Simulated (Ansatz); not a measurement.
Epitaxial strain in ZnO: moduli and critical thickness

Computed with Ansatz 0.2.0, DFT PBE, scalar-relativistic, plane waves, PAW. (420 eV cutoff, 12×12×6 k-mesh, Gaussian smearing of 0.02 eV, no spin polarisation)

The relaxed crystal:

```xyz
4
Lattice="3.2794 0.0000 0.0000 -1.6397 2.8400 0.0000 0.0000 0.0000 5.2932" Properties=species:S:1:pos:R:3 pbc="T T T"
Zn    1.6397    0.9467    2.6498
Zn    0.0000    1.8934    0.0032
O     1.6397    0.9467    4.6565
O     0.0000    1.8934    2.0099
```

The a-b plane is strained alike in both directions, as on a substrate, while c and the atoms relax within the symmetry that the strain leaves. Stress is positive in compression; energies are free energies at the smearing used, per atom.

```tsv
strain (%)	c (Å)	σ in plane (GPa)	ΔE (meV/atom)
-6.0	5.5731	13.65	61.21
-4.0	5.4828	8.89	26.85
-2.0	5.3896	4.35	6.62
+0.0	5.2932	0.02	0.00
+2.0	5.1939	-4.00	6.28
+4.0	5.0850	-7.47	24.08
+6.0	4.9544	-10.13	51.29
```

Task: Get the biaxial modulus twice, from the stresses and from the energies of the innermost pair.

Result: From stress: M = −Δσ/Δε = (4.35 − (-4.00)) / 0.040 = 209 GPa. Two in-plane directions each store σε/2, so the energy density is Mε²: M = (mean ΔE)/(V ε²) = 6.45 meV / (12.325 Å³ × 0.020²) × 0.16022 GPa Å³/meV = 210 GPa. The two agree.

Task: How well does Mε², with M from the stresses, predict the outermost points?

Result: 57.8 meV predicted against 61.2 computed at -6.0 %; 57.8 meV predicted against 51.3 computed at +6.0 %. Compression costs more than stretching, the usual sign of bonds that stiffen as they shorten.

Task: How does c respond, and up to what thickness can a film with 1 % or 2 % misfit stay coherent on a thick substrate?

Result: c answers with ε_c = −0.92 ε. In an isotropic solid that ratio is 2ν/(1 − ν), so ν = r/(2 + r) = 0.32. A film of thickness h stores Mε²h per area, 20.9 mJ/m² per nm at 1 %. The Matthews–Blakeslee balance for pure edge misfit dislocations, h = b/(8πf(1 + ν)) × (ln(h/b) + 1), with b taken as the in-plane vector a = 3.28 Å, solved by iteration, gives 3.3 nm at f = 1 % and 1.1 nm at 2 %. This is an isotropic estimate in which the moduli cancel; the real Burgers vector, glide system, anisotropy and slow kinetics can shift it by a factor of a few, mostly upward.